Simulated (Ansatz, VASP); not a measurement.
**Two plane-wave programs on NaI**

File INCAR:

```
SYSTEM = NaI
  ALGO = Normal
  EDIFF = 1E-6
  ENCUT = 520
  GGA = PE
  ISIF = 2
  ISMEAR = 0
  LASPH = .True.
  LCHARG = .False.
  LREAL = .False.
  LWAVE = .False.
  NBANDS = 14
  NELM = 100
  PREC = Accurate
  SIGMA = 0.05
```

The input KPOINTS:

```
k-points
0
Gamma
  8 8 8
  0 0 0
```

Contents of POSCAR:

```
NaI
1.0
    0.0000000000      3.7361508850      2.4284980752
    3.7361508850      0.0000000000      2.4284980752
    3.7361508850      3.7361508850      0.0000000000
Na I
1 1
Direct
    0.0000000000      0.0000000000      0.0000000000
    0.5000000000      0.5000000000      0.5000000000
```

Input for Ansatz:

```yaml
crystal:
  lattice:
    - [0.0, 3.736150885, 2.4284980752]
    - [3.736150885, 0.0, 2.4284980752]
    - [3.736150885, 3.736150885, 0.0]
  atoms:
    - { symbol: Na, position: [0.0, 0.0, 0.0] }
    - { symbol: I, position: [0.5, 0.5, 0.5] }
basis:
  ecutwfc: 420
kpoints:
  mp_grid: { grid: [8, 8, 8] }
hamiltonian:
  xc: pbe
scf:
  occupations: { method: gaussian, width: 0.05 }
output:
  forces: true
  stress: true
  eigenvalues: true
```

Alike in both runs: task single point; functional PBE; k mesh 8 × 8 × 8; occupations gaussian, width 0.05 eV; no spin polarisation.

|  | VASP | Ansatz |
| --- | --- | --- |
| version | VASP 6.6.1 | Ansatz 0.2.0 |
| potentials or method | VASP PAW PBE potentials, release 64 (Na_pv, I) | scalar-relativistic, plane waves, PAW |
| plane-wave cutoff (eV) | 520 | 420 |
| valence electrons in the cell | 14 | 26 |

Ansatz gave:

| Property | Result |
| --- | --- |
| gap on the k mesh at the Fermi level (eV) | 3.75 |
| least direct gap on the mesh (eV) | 3.79 |
| pressure (GPa) | 11.4 |
| largest component of the traceless stress (GPa) | 23.33 |

Q: What did VASP give for the same quantities?

A: gap on the k mesh at the Fermi level (eV): 3.75; least direct gap on the mesh (eV): 3.78; pressure (GPa): 11.5; largest component of the traceless stress (GPa): 23.56.

The two sets of potentials don't hold the same shells in valence.

Caveats: spin-orbit coupling is left out, which moves the levels of the heavy elements. A k mesh can miss the band edges.
